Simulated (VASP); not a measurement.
# Na2S (Fm-3m) in VASP: notebook

One crystal, Na2S, is run at these levels: PBE; tasks: single point.

Everything below comes from runs of VASP 6.6.1. Logs are shortened: lines on timing, memory, paths and dates and some standing lists are left out, and cuts for length are marked.

### 1 The crystal as given

Symmetry: Fm-3m, No. 225, cubic system. The conventional cell has a = 6.547 Å, b = 6.547 Å, c = 6.547 Å, α = 90.00°, β = 90.00°, γ = 90.00°. S (site symmetry m-3m) is surrounded by 8 Na at 2.83 Å. Around Na (site symmetry -43m) lie 4 S at 2.83 Å.

### 2 Single point, PBE

INCAR

```
SYSTEM = Na2S
PREC = Low
ENCUT = 460
EDIFF = 1E-6
ISMEAR = 0
SIGMA = 0.05
LREAL = .FALSE.
LASPH = .TRUE.
NELM = 100
ALGO = Normal
ISIF = 2
LWAVE = .FALSE.
LCHARG = .FALSE.
GGA = PE
NBANDS = 17
ADDGRID = .FALSE.
```

KPOINTS

```
Automatic mesh
0
G
  6 6 6
  0 0 0
```

POSCAR

```
Na2S
1.0
    0.0000000000      3.2735000000      3.2735000000
    3.2735000000      0.0000000000      3.2735000000
    3.2735000000      3.2735000000      0.0000000000
S Na
1 2
Direct
    0.0000000000      0.0000000000      0.0000000000
    0.7500000000      0.7500000000      0.7500000000
    0.2500000000      0.2500000000      0.2500000000
```

Potentials or basis: VASP PAW PBE potentials, release 64 (S, Na_pv).

Launch:

```
$ cat potpaw_PBE.64/S/POTCAR potpaw_PBE.64/Na_pv/POTCAR > POTCAR
$ mpirun -np 1 vasp_std > vasp.out
```

OUTCAR:

```text
SYSTEM = Na2S
   PREC = Low
   ENCUT = 460
   EDIFF = 1E-6
   ISMEAR = 0
   LREAL = .FALSE.
   LASPH = .TRUE.
   NELM = 100
   ISIF = 2
   GGA = PE

 Found     16 irreducible k-points:

 Following reciprocal coordinates:
            Coordinates               Weight
  0.000000  0.000000  0.000000      1.000000
  0.166667  0.000000  0.000000      8.000000
  0.333333  0.000000  0.000000      8.000000
  0.500000  0.000000  0.000000      4.000000
  0.166667  0.166667  0.000000      6.000000
  0.333333  0.166667  0.000000     24.000000
   k-points           NKPTS =     16   k-points in BZ     NKDIM =     16   number of bands    NBANDS=     17
   number of dos      NEDOS =    301   number of ions     NIONS =      3
   total plane-waves  NPLWV =  13824
   dimension x,y,z NGX =    24 NGY =   24 NGZ =   24
   dimension x,y,z NGXF=    24 NGYF=   24 NGZF=   24
   ions per type =               1   2
   NGX,Y,Z   is equivalent  to a cutoff of   8.62,  8.62,  8.62 a.u.
   NGXF,Y,Z  is equivalent  to a cutoff of   8.62,  8.62,  8.62 a.u.
 SYSTEM =  Na2S
   PREC   = low       normal or accurate (medium, high low for compatibility)
   ISTART =      0    job   : 0-new  1-cont  2-samecut
   ICHARG =      2    charge: 1-file 2-atom 10-const
   ISPIN  =      1    spin polarized calculation?
   LNONCOLLINEAR =      F non collinear calculations
   LSORBIT =      F    spin-orbit coupling
   LASPH  =      T    aspherical Exc in radial PAW
   ENCUT  =  460.0 eV  33.81 Ry    5.81 a.u.   8.10  8.10  8.10*2*pi/ulx,y,z
   NELM   =    100;   NELMIN=  2; NELMDL= -5     # of ELM steps
   EDIFF  = 0.1E-05   stopping-criterion for ELM
[... 8 lines left out ...]
   TEBEG  =    0.0;   TEEND  =   0.0 temperature during run
   PSTRESS=    0.0 pullay stress
   NELECT =      20.0000    total number of electrons
   NUPDOWN=      -1.0000    fix difference up-down
   EMIN   =  10.00;   EMAX   =-10.00  energy-range for DOS
[... 5 lines left out ...]
     AMIX     =   0.40;   BMIX     =  1.00
     AMIX_MAG =   1.60;   BMIX_MAG =  1.00
  volume/ion in A,a.u.               =      23.39       157.81
  Fermi-wavevector in a.u.,A,eV,Ry     =   1.077447  2.036079 15.794888  1.160892
  Thomas-Fermi vector in A             =   2.213359
   LORBIT       =      0    0 simple, 1 ext, 2 COOP (PROOUT), +10 PAW based schemes
   GGA     = PE    functional components
   LHFCALC =     F    Hartree Fock is set to
   AEXX    =    0.0000 exact exchange contribution
   IVDW    =     0    specifies the selected vdW correction
   LEPSILON=     F    determine dielectric tensor
   LRPA    =     F    only Hartree local field effects (RPA)
 non-spin polarized calculation
 Gauss-broadening in eV      SIGMA  =   0.05
  energy-cutoff  :      460.00
  volume of cell :       70.16
 maximum number of plane-waves:      1591
   NGX = 17   NGY = 17   NGZ = 17

 number of electron      19.9995252 magnetization

 Free energy of the ion-electron system (eV)
  ---------------------------------------------------
  ext. energy  EPLUGINS =         0.00000000
  ---------------------------------------------------
  free energy    TOTEN  =        -9.98383596 eV

  energy without entropy =       -9.98383596  energy(sigma->0) =       -9.98383596

 E-fermi :   0.4197     XC(G=0):  -7.8108

 val. band max:        0.1791524700   @ k =   0.0000   0.0000   0.0000
 cond. band min:       2.6543341669   @ k =   0.0000   0.0000   0.0000
 fundamental gap:      2.4751816969
 Fermi energy:         0.4196656565

 k-point     1 :       0.0000    0.0000    0.0000
  band No.  band energies     occupation
      1     -22.0759      2.00000
      2     -22.0720      2.00000
      3     -22.0720      2.00000
      4     -22.0226      2.00000
      5     -22.0187      2.00000
      6     -22.0187      2.00000
[... 9 lines left out ...]
     16       9.5307      0.00000
     17      11.3776      0.00000

 k-point     2 :       0.1667    0.0000    0.0000
  band No.  band energies     occupation
      1     -22.0725      2.00000
      2     -22.0694      2.00000
      3     -22.0685      2.00000
      4     -22.0267      2.00000
      5     -22.0239      2.00000
      6     -22.0225      2.00000
[... 9 lines left out ...]
     16       9.0770      0.00000
     17      10.7386      0.00000

 k-point     3 :       0.3333    0.0000    0.0000
  band No.  band energies     occupation
      1     -22.0643      2.00000
      2     -22.0618      2.00000
      3     -22.0593      2.00000
      4     -22.0383      2.00000
      5     -22.0355      2.00000
      6     -22.0327      2.00000
[... 9 lines left out ...]
     16       9.9326      0.00000
     17      10.5367      0.00000

 k-point     4 :       0.5000    0.0000    0.0000
  band No.  band energies     occupation
      1     -22.0547      2.00000
      2     -22.0512      2.00000
      3     -22.0486      2.00000
      4     -22.0485      2.00000
      5     -22.0470      2.00000
      6     -22.0454      2.00000
[... 9 lines left out ...]
     16      11.5814      0.00000
     17      11.5832      0.00000

 k-point     5 :       0.1667    0.1667    0.0000
  band No.  band energies     occupation
      1     -22.0773      2.00000
      2     -22.0746      2.00000
      3     -22.0564      2.00000
      4     -22.0401      2.00000
      5     -22.0194      2.00000
      6     -22.0170      2.00000
[... 9 lines left out ...]
     16       9.8950      0.00000
     17      11.9960      0.00000

 k-point     6 :       0.3333    0.1667    0.0000
  band No.  band energies     occupation
      1     -22.0758      2.00000
      2     -22.0741      2.00000
      3     -22.0583      2.00000
      4     -22.0410      2.00000
      5     -22.0219      2.00000
      6     -22.0202      2.00000
[... 9 lines left out ...]
     16      10.5345      0.00000
     17      11.4710      0.00000

 [... further k-points ...]
[... 5 lines left out ...]
  --------------------------------------------------------------------------------------
  -------------------------------------------------------------------------------------
  Total        0.1533085      0.1533085      0.1533085     -0.0000000      0.0000000      0.0000000
  in kB        3.5011435      3.5011435      3.5011435     -0.0000000      0.0000000      0.0000000
  external PRESSURE =       3.5011435 kB  Pullay stress =       0.0000000 kB

 VOLUME and BASIS-vectors are now :
 -----------------------------------------------------------------------------
  energy-cutoff  :      460.00
  volume of cell :       70.16
      direct lattice vectors                 reciprocal lattice vectors
     0.000000000  3.273500000  3.273500000    -0.152741714  0.152741714  0.152741714
     3.273500000  0.000000000  3.273500000     0.152741714 -0.152741714  0.152741714
     3.273500000  3.273500000  0.000000000     0.152741714  0.152741714 -0.152741714

 POSITION                                       TOTAL-FORCE (eV/Angst)
 -----------------------------------------------------------------------------------
      0.00000      0.00000      0.00000         0.000000      0.000000      0.000000
      4.91025      4.91025      4.91025         0.000000      0.000000      0.000000
      1.63675      1.63675      1.63675        -0.000000     -0.000000     -0.000000
 -----------------------------------------------------------------------------------
    total drift:                                0.000000      0.000000      0.000000

  FREE ENERGIE OF THE ION-ELECTRON SYSTEM (eV)
  ---------------------------------------------------
  free  energy   TOTEN  =        -9.9838359592 eV

  energy  without entropy=       -9.9838359592  energy(sigma->0) =       -9.98383596
```

It took 4.5 s on 1 thread of Intel Xeon Platinum 8488C (Sapphire Rapids), shared host; peak memory 0.12 GiB.

These settings aren't checked as converged: the numbers below hold their error.

Results:

| Property | Result |
| --- | --- |
| Free energy | -9.9838 eV |
| Pressure | 0.4 GPa |
| Band gap on the k mesh | 2.48 eV, direct |

### 3 Single point, PBE

Edit INCAR of step 2 so:

```diff
@@ -1,3 +1,3 @@
 SYSTEM = Na2S
-PREC = Low
+PREC = Normal
 ENCUT = 460
```

KPOINTS is that of step 2.

POSCAR is that of step 2.

Potentials or basis: VASP PAW PBE potentials, release 64 (S, Na_pv).

Launch:

```
$ cat potpaw_PBE.64/S/POTCAR potpaw_PBE.64/Na_pv/POTCAR > POTCAR
$ mpirun -np 1 vasp_std > vasp.out
```

OUTCAR:

```text
SYSTEM = Na2S
   PREC = Normal
   ENCUT = 460
   EDIFF = 1E-6
   ISMEAR = 0
   LREAL = .FALSE.
   LASPH = .TRUE.
   NELM = 100
   ISIF = 2
   GGA = PE

 Found     16 irreducible k-points:

 Following reciprocal coordinates:
            Coordinates               Weight
  0.000000  0.000000  0.000000      1.000000
  0.166667  0.000000  0.000000      8.000000
  0.333333  0.000000  0.000000      8.000000
  0.500000  0.000000  0.000000      4.000000
  0.166667  0.166667  0.000000      6.000000
  0.333333  0.166667  0.000000     24.000000
   k-points           NKPTS =     16   k-points in BZ     NKDIM =     16   number of bands    NBANDS=     17
   number of dos      NEDOS =    301   number of ions     NIONS =      3
   total plane-waves  NPLWV =  13824
   dimension x,y,z NGX =    24 NGY =   24 NGZ =   24
   dimension x,y,z NGXF=    48 NGYF=   48 NGZF=   48
   ions per type =               1   2
   NGX,Y,Z   is equivalent  to a cutoff of   8.62,  8.62,  8.62 a.u.
   NGXF,Y,Z  is equivalent  to a cutoff of  17.24, 17.24, 17.24 a.u.
 SYSTEM =  Na2S
   PREC   = normal    normal or accurate (medium, high low for compatibility)
   ISTART =      0    job   : 0-new  1-cont  2-samecut
   ICHARG =      2    charge: 1-file 2-atom 10-const
   ISPIN  =      1    spin polarized calculation?
   LNONCOLLINEAR =      F non collinear calculations
   LSORBIT =      F    spin-orbit coupling
   LASPH  =      T    aspherical Exc in radial PAW
   ENCUT  =  460.0 eV  33.81 Ry    5.81 a.u.   8.10  8.10  8.10*2*pi/ulx,y,z
   NELM   =    100;   NELMIN=  2; NELMDL= -5     # of ELM steps
   EDIFF  = 0.1E-05   stopping-criterion for ELM
[... 8 lines left out ...]
   TEBEG  =    0.0;   TEEND  =   0.0 temperature during run
   PSTRESS=    0.0 pullay stress
   NELECT =      20.0000    total number of electrons
   NUPDOWN=      -1.0000    fix difference up-down
   EMIN   =  10.00;   EMAX   =-10.00  energy-range for DOS
[... 5 lines left out ...]
     AMIX     =   0.40;   BMIX     =  1.00
     AMIX_MAG =   1.60;   BMIX_MAG =  1.00
  volume/ion in A,a.u.               =      23.39       157.81
  Fermi-wavevector in a.u.,A,eV,Ry     =   1.077447  2.036079 15.794888  1.160892
  Thomas-Fermi vector in A             =   2.213359
   LORBIT       =      0    0 simple, 1 ext, 2 COOP (PROOUT), +10 PAW based schemes
   GGA     = PE    functional components
   LHFCALC =     F    Hartree Fock is set to
   AEXX    =    0.0000 exact exchange contribution
   IVDW    =     0    specifies the selected vdW correction
   LEPSILON=     F    determine dielectric tensor
   LRPA    =     F    only Hartree local field effects (RPA)
 non-spin polarized calculation
 Gauss-broadening in eV      SIGMA  =   0.05
  energy-cutoff  :      460.00
  volume of cell :       70.16
 maximum number of plane-waves:      1591
   NGX = 17   NGY = 17   NGZ = 17

 number of electron      19.9999862 magnetization

 Free energy of the ion-electron system (eV)
  ---------------------------------------------------
  ext. energy  EPLUGINS =         0.00000000
  ---------------------------------------------------
  free energy    TOTEN  =        -9.97552272 eV

  energy without entropy =       -9.97552272  energy(sigma->0) =       -9.97552272

 E-fermi :   0.4207     XC(G=0):  -7.8124

 val. band max:        0.1769202922   @ k =   0.0000   0.0000   0.0000
 cond. band min:       2.6527244806   @ k =   0.0000   0.0000   0.0000
 fundamental gap:      2.4758041884
 Fermi energy:         0.4207236143

 k-point     1 :       0.0000    0.0000    0.0000
  band No.  band energies     occupation
      1     -22.0711      2.00000
      2     -22.0710      2.00000
      3     -22.0710      2.00000
      4     -22.0177      2.00000
      5     -22.0176      2.00000
      6     -22.0176      2.00000
[... 9 lines left out ...]
     16       9.5261      0.00000
     17      11.3808      0.00000

 k-point     2 :       0.1667    0.0000    0.0000
  band No.  band energies     occupation
      1     -22.0685      2.00000
      2     -22.0675      2.00000
      3     -22.0675      2.00000
      4     -22.0231      2.00000
      5     -22.0215      2.00000
      6     -22.0215      2.00000
[... 9 lines left out ...]
     16       9.0723      0.00000
     17      10.7394      0.00000

 k-point     3 :       0.3333    0.0000    0.0000
  band No.  band energies     occupation
      1     -22.0618      2.00000
      2     -22.0583      2.00000
      3     -22.0582      2.00000
      4     -22.0361      2.00000
      5     -22.0317      2.00000
      6     -22.0317      2.00000
[... 32 lines left out ...]
 k-point     5 :       0.1667    0.1667    0.0000
  band No.  band energies     occupation
      1     -22.0736      2.00000
      2     -22.0735      2.00000
      3     -22.0543      2.00000
      4     -22.0376      2.00000
      5     -22.0160      2.00000
      6     -22.0160      2.00000
[... 9 lines left out ...]
     16       9.8904      0.00000
     17      11.9925      0.00000

 k-point     6 :       0.3333    0.1667    0.0000
  band No.  band energies     occupation
      1     -22.0731      2.00000
      2     -22.0722      2.00000
      3     -22.0559      2.00000
      4     -22.0388      2.00000
      5     -22.0191      2.00000
      6     -22.0184      2.00000
[... 9 lines left out ...]
     16      10.5307      0.00000
     17      11.4707      0.00000

 [... further k-points ...]
[... 5 lines left out ...]
  --------------------------------------------------------------------------------------
  -------------------------------------------------------------------------------------
  Total        0.0953688      0.0953688      0.0953688     -0.0000000     -0.0000000     -0.0000000
  in kB        2.1779590      2.1779590      2.1779590     -0.0000000     -0.0000000     -0.0000000
  external PRESSURE =       2.1779590 kB  Pullay stress =       0.0000000 kB

 VOLUME and BASIS-vectors are now :
 -----------------------------------------------------------------------------
  energy-cutoff  :      460.00
  volume of cell :       70.16
      direct lattice vectors                 reciprocal lattice vectors
     0.000000000  3.273500000  3.273500000    -0.152741714  0.152741714  0.152741714
     3.273500000  0.000000000  3.273500000     0.152741714 -0.152741714  0.152741714
     3.273500000  3.273500000  0.000000000     0.152741714  0.152741714 -0.152741714

 POSITION                                       TOTAL-FORCE (eV/Angst)
 -----------------------------------------------------------------------------------
      0.00000      0.00000      0.00000         0.000000      0.000000     -0.000000
      4.91025      4.91025      4.91025        -0.000000     -0.000000     -0.000000
      1.63675      1.63675      1.63675         0.000000      0.000000      0.000000
 -----------------------------------------------------------------------------------
    total drift:                               -0.000000      0.000000      0.000000

  FREE ENERGIE OF THE ION-ELECTRON SYSTEM (eV)
  ---------------------------------------------------
  free  energy   TOTEN  =        -9.9755227229 eV

  energy  without entropy=       -9.9755227229  energy(sigma->0) =       -9.97552272
```

OSZICAR:

```text
N       E                     dE             d eps       ncg     rms          rms(c)
DAV:   1     0.145754453995E+03    0.14575E+03   -0.97348E+03   544   0.113E+03
DAV:   2    -0.386951586321E+00   -0.14614E+03   -0.14263E+03   600   0.310E+02
DAV:   3    -0.106566788127E+02   -0.10270E+02   -0.10215E+02   679   0.845E+01
DAV:   4    -0.108230373726E+02   -0.16636E+00   -0.16623E+00   656   0.118E+01
DAV:   5    -0.108265601397E+02   -0.35228E-02   -0.35223E-02   713   0.168E+00    0.370E+00
DAV:   6    -0.100168445216E+02    0.80972E+00   -0.16068E+00   734   0.548E+00    0.292E+00
DAV:   7    -0.996450314155E+01    0.52341E-01   -0.23735E-01   635   0.202E+00    0.195E+00
DAV:   8    -0.997429632614E+01   -0.97932E-02   -0.20495E-02   586   0.113E+00    0.659E-01
DAV:   9    -0.997444752314E+01   -0.15120E-03   -0.50675E-04   731   0.128E-01    0.743E-01
DAV:  10    -0.997610809151E+01   -0.16606E-02   -0.22560E-03   561   0.315E-01    0.708E-01
DAV:  11    -0.997563408790E+01    0.47400E-03   -0.99576E-04   624   0.142E-01    0.319E-01
DAV:  12    -0.997555087416E+01    0.83214E-04   -0.17380E-04   580   0.710E-02    0.141E-01
DAV:  13    -0.997552309530E+01    0.27779E-04   -0.78776E-05   697   0.311E-02    0.572E-02
DAV:  14    -0.997552269375E+01    0.40155E-06   -0.10521E-05   675   0.160E-02    0.238E-03
DAV:  15    -0.997552272293E+01   -0.29183E-07   -0.21131E-07   401   0.276E-03
   1 F= -.99755227E+01 E0= -.99755227E+01  d E =-.185889E-13
```

stdout:

```text
POSCAR found type information on POSCAR S Na
 POSCAR found :  2 types and       3 ions
 scaLAPACK will be used
 LDA part: xc-table for (Slater+PW92), standard interpolation
 POSCAR, INCAR and KPOINTS ok, starting setup
 FFT: planning ... GRIDC
 FFT: planning ... GRID_SOFT
 FFT: planning ... GRID
 WAVECAR not read
 entering main loop
```

Run time: 4.9 s. Hardware: 1 thread of Intel Xeon Platinum 8488C (Sapphire Rapids), shared host; peak memory 0.13 GiB.

The run converged, but some of its settings lie outside the range that counts as converged, so its numbers aren't taken as properties of the crystal.

What came out:

```yaml
Free_energy: -9.9755 eV
Pressure: 0.2 GPa
Band_gap_on_the_k_mesh: 2.48 eV, direct
```

### 4 For comparison

An earlier run on the cell as given: functional PBE; potentials or basis VASP PAW PBE potentials, release 64 (S, Na_pv); cutoff 520 eV; k mesh 7 × 7 × 7; occupations fermi-dirac, width 0.05 eV; no spin polarisation.

* Pressure: 0.3 GPa
* Band gap on the k mesh: 2.48 eV, direct
